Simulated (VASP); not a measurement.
Set up this calculation in VASP 6.6.1, as the native input.

| Property | Result |
| --- | --- |
| Task | single point |
| Functional | PBE |
| Potentials or basis | VASP PAW PBE potentials, release 64 (Mn_pv, O) |
| Cutoff | 520 eV |
| k mesh | 6 × 6 × 9 |
| Occupations | fermi-dirac, width 0.05 eV |
| Spin | collinear spin, ferromagnetic start |
| Starting moments | [4.0, 4.0, 0.0, 0.0, 0.0, 0.0] μB |
| Further INCAR settings | ALGO = Normal; EDIFF = 1e-07; NBANDS = 38 |

The structure of MnO2 lies in POSCAR:

```
MnO2
1.0
    4.4004184607      0.0000000000      0.0000000000
    0.0000000000      4.4004184607      0.0000000000
    0.0000000000      0.0000000000      2.8670779400
Mn O
2 4
Direct
    0.4902590000      0.4917170000      0.4910120000
    0.0100430000     -0.0060730000     -0.0114500000
    0.8149010000      0.1923270000      0.5210300000
    0.6968210000      0.7027520000     -0.0152510000
    0.1971180000      0.7940420000      0.4894020000
    0.3035790000      0.2896150000      0.0113650000
```

The cell is a database's computed one.

The cell isn't the ideal one: atoms moved at random, drawn with an rms of 0.05 Å.

The input as run:

INCAR

```
PREC     = Accurate       # precision mode
ENCUT    = 520            # plane-wave cutoff, eV
EDIFF    = 1E-7           # SCF threshold, eV
ISMEAR   = -1             # smearing method
SIGMA    = 0.05           # smearing width, eV
LREAL    = False          # projectors in reciprocal space
LASPH    = True           # aspherical terms in the spheres
NELM     = 120            # most SCF steps
ALGO     = Normal         # electronic algorithm
ISIF     = 2              # what is computed and relaxed
LWAVE    = False          # write WAVECAR
LCHARG   = False          # write CHGCAR
ISPIN    = 2              # spin polarisation
MAGMOM   = 4 4 0 0 0 0    # initial moments
LORBIT   = 11             # projections on sites
LMAXMIX  = 4              # l up to which the mixer works
GGA      = PE             # functional
NBANDS   = 38             # bands
```

KPOINTS

```
regular mesh
0
Gamma
  6 6 9
```

Potentials or basis: VASP PAW PBE potentials, release 64 (Mn_pv, O).

Command:

```bash
$ cat potpaw_PBE.64/Mn_pv/POTCAR potpaw_PBE.64/O/POTCAR > POTCAR
$ mpirun -np 1 vasp_std > vasp.out
```

Results of the run:

* Pressure: 7.6 GPa
* Largest force: 1.777 eV/Å
* Band gap on the k mesh: none (metal or under the smearing width)
* Net moment: 5.99 μB per cell
* Site moments: Mn +2.72, +2.66; O +0.10, +0.09 μB
* Valence electrons inside the program's atomic spheres: Mn 11.68, 11.79; O 5.02, 5.01, 5.05

Caveat: semilocal functionals often make such compounds metallic where correlation or magnetic order opens a gap, which also shifts bond lengths; only a ferromagnetic start was run, and an antiferromagnetic order may lie lower in energy.

Wall time 7.2 min on 1 thread of AMD EPYC 9R45 96-Core Processor (Zen 5), with other jobs on the host, peak memory 0.51 GiB.
